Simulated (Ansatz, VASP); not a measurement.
GePt: VASP beside Ansatz

```xyz
8
Lattice="5.7560 0.0000 0.0000 0.0000 3.7300 0.0000 0.0000 0.0000 6.1116" Properties=species:S:1:pos:R:3 pbc="T T T"
Ge    4.6850    2.7975    3.5937
Ge    1.0710    0.9325    2.5179
Ge    1.8070    2.7975    5.5737
Ge    3.9490    0.9325    0.5379
Pt    0.0107    2.7975    1.1778
Pt    5.7454    0.9325    4.9338
Pt    2.8887    2.7975    1.8780
Pt    2.8673    0.9325    4.2335
```

The cell is a database's computed one.

Alike in both runs: task single point; functional r2SCAN; k mesh 4 × 6 × 4; occupations gaussian, width 0.1 eV; no spin polarisation.

|  | VASP | Ansatz |
| --- | --- | --- |
| version | VASP 6.6.1 | Ansatz 0.2.0 |
| potentials or method | VASP PAW PBE potentials, release 64 (Ge_d, Pt) | scalar-relativistic, plane waves, PAW |
| plane-wave cutoff (eV) | 520 | 500 |
| valence electrons in the cell | 96 | 128 |

```csv
,VASP,Ansatz,Ansatz less VASP
gap on the k mesh at the Fermi level (eV),none,none,-
pressure (GPa),0.1,-0.1,-0.19
largest component of the traceless stress (GPa),0.73,0.73,+0.003
rms of the force components (eV/Å),0.021,0.022,+0.0013
```

Atom by atom the forces differ by 0.006 eV/Å (rms over components). A gap of «none» marks a metal or a gap that the smearing closes. The functional is the same, so the differences come from potentials, cutoffs and numerics. The two sets of potentials don't hold the same shells in valence.

Caveats: the PAW data sets were made with another functional, which shifts forces and pressure a little (VASP). Spin-orbit coupling is left out, which matters for the levels of Pt.
